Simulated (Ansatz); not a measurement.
GaSb in the zincblende structure, relaxed with r2SCAN in the plane-wave code Ansatz: it is cubic, F-43m (No. 216); a = 6.132 Å in the conventional setting, 28.82 Å³ an atom. Around Ga lie 4 Sb at 2.66 Å; around Sb lie 4 Ga at 2.66 Å. It was then strained (isotropic on every length). Unstrained, HSE06 gives 0.772 eV (Γ, 6×6×6 mesh), and the band edges keep their places in every row. Stress is positive in compression. (Simulation; spin polarisation is off.)

| strain (%) | ln(V/V₀) | ΔE_g, HSE06 (eV) | Δpressure, r2SCAN (GPa) |
| --- | --- | --- | --- |
| -1.0 | -0.0302 | +0.249 | +1.73 |
| +1.0 | +0.0299 | -0.242 | -1.49 |
| +2.0 | +0.0594 | -0.478 | -2.70 |

Fit ΔE_g = a x + b x² to these rows by least squares, with x = ln(V/V₀).
The normal equations take Σx² = 5.334e-03, Σx³ = 2.088e-04, Σx⁴ = 1.408e-05, ΣxΔE = -4.315e-02 and Σx²ΔE = -1.676e-03, and give a = -8.17 eV, b = +2.2 eV; the largest residual is 0.000 eV. a is the volume deformation potential of this gap.

Fit the change of pressure in the same way.
Δpressure = -53.4 x + (133) x² GPa. So B₀ = 53.4 GPa and B′ ≈ 2 × 133/53.4 = 5.0; two terms over so wide a range bias B₀ by a few per cent and B′ by more; the gap's pressure coefficient at zero is −a/B₀ = +153 meV/GPa, with HSE06's a and r2SCAN's B₀.

Predict the withheld row at -0.5 % (x = -0.0150).
ΔE_g ≈ -8.17 × (-0.0150) + (2.2) × (-0.0150)² = +0.123 eV, and Δpressure ≈ +0.83 GPa. The runs give +0.124 eV and +0.83 GPa, off by +0.001 eV and 0.00 GPa.

Spin-orbit coupling is left out, which matters wherever the heavy atoms make up the band edges.

The meshes of the hybrids are coarse, so their gaps aren't converged to the digits shown.
